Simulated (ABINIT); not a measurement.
The system is C.

```
CELL_PARAMETERS angstrom
0.00000 1.78337 1.78337
1.78337 0.00000 1.78337
1.78337 1.78337 0.00000
ATOMIC_POSITIONS crystal
C 0.75000 0.75000 0.75000
C 0.50000 0.50000 0.50000
```

This isn't the form of C at room conditions, which is graphite.

```yaml
Program: ABINIT 10.8.3 (patched build)
Task: relaxation of cell and atoms
Functional: LDA
Potentials_or_basis: PseudoDojo NC SR LDA v0.4.1 standard
Cutoff: 1116 eV
k_mesh: 10 × 10 × 10
Occupations: fermi-dirac, width 0.05 eV
Spin: no spin polarisation
```

At the start: pressure -10.9 GPa; volume 5.67 Å³/atom.

Problem. Where does the relaxation end?

Solution. Over 4 steps the energy falls by 4.8 meV/atom and the volume is 5.53 Å³/atom (-2.4 %); space group Fd-3m (No. 227, to 0.05 Å).

Step by step:
| step | energy change (eV) | largest force (eV/Å) | pressure (GPa) | volume (Å³) |
| --- | --- | --- | --- | --- |
| 1 | 0.0000 | 0.0000 | -10.91 | 11.34 |
| 2 | -0.0082 | 0.0000 | 4.27 | 10.97 |
| 3 | -0.0095 | 0.0000 | -0.11 | 11.07 |
| 4 | -0.0095 | 0.0000 | 0.00 | 11.07 |

Final structure:
```
C
1.0
     0.00000    1.76883    1.76883
     1.76883    0.00000    1.76883
     1.76883    1.76883    0.00000
C
2
Direct
  0.75000 0.75000 0.75000
  0.50000 0.50000 0.50000
```

The cell as given is a measured one (5.67 Å³/atom); LDA puts the equilibrium volume -2.4 % from it, thermal expansion not counted.
